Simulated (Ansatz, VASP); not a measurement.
## Two plane-wave programs on Mo

```
Mo
1.0
     0.00000    2.82152    2.82152
     2.82152    0.00000    2.82152
     2.82152    2.82152    0.00000
Mo
2
Direct
  0.12500 0.12500 0.12500
  0.87500 0.87500 0.87500
```

Alike in both runs: task single point; functional LDA; k mesh 11 × 11 × 11; occupations fermi-dirac, width 0.1 eV; no spin polarisation.

|  | VASP | Ansatz |
| --- | --- | --- |
| version | VASP 6.6.1 | Ansatz 0.2.0 |
| potentials or method | VASP PAW LDA potentials, release 64 (Mo_sv) | plane waves (420 eV) with PAW, scalar-relativistic |
| plane-wave cutoff (eV) | 520 | 420 |
| valence electrons in the cell | 28 | 28 |

```tsv
	VASP	Ansatz	Ansatz less VASP
pressure (GPa)	-3.9	-4.5	-0.61
```

Ansatz warned: «pseudo_functional_mismatch».
